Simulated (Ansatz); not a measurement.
Runs of Ansatz 0.2.0 on Sb. It takes space group P6_3/mmc (No. 194, hexagonal). The conventional cell has a = 3.355 Å, b = 3.355 Å, c = 5.470 Å, α = 90.00°, β = 90.00°, γ = 120.00°. Sb (site symmetry -6m2) has 12 Sb at 3.35 Å as nearest neighbours. This isn't the form of Sb at room conditions, which is rhombohedral.

```tsv
task	level	potentials or basis	spin	cell	k mesh	cutoff (eV)	smearing	gap on the mesh (eV)	pressure (GPa)
band structure	PBEsol	all-electron LAPW, relativistic spinors	SOC, no magnetisation	as given	7 × 7 × 4	156	fermi-dirac 0.05 eV	-	-1.1
band structure	PBEsol	all-electron LAPW, scalar-relativistic	off	as given	7 × 7 × 4	156	fermi-dirac 0.05 eV	-	(a)
band structure	PBEsol	all-electron LAPW, scalar-relativistic	off	strain_shear_xy = 0	9 × 9 × 5	156	fermi-dirac 0.05 eV	-	-1.6
single point	LDA	all-electron LAPW, scalar-relativistic	off	as given	9 × 9 × 5	157	gaussian 0.05 eV	none	-2.6
single point	PBEsol+D3(BJ)	all-electron LAPW, scalar-relativistic	off	as given	9 × 9 × 5	156	gaussian 0.01 eV	none	(b)
```

Alike in all rows: basis error allowed 0.001 eV/atom.

Question: Fill in the values left out.

Answer: (a) -1.3; (b) -4.8.

Caveats: the k mesh is thin for a metal, which can move the energy by tens of meV per atom (some runs); spin-orbit coupling is left out, which moves the levels of the heavy elements (some runs); pairwise dispersion overbinds metals, which lowers pressure and volume (some runs).

A k mesh can miss the band edges, and rows without SOC leave out spin-orbit coupling on Sb.

A gap of «none» marks a metal or a gap under the smearing width.

Runs at the PBE level aren't shown here.
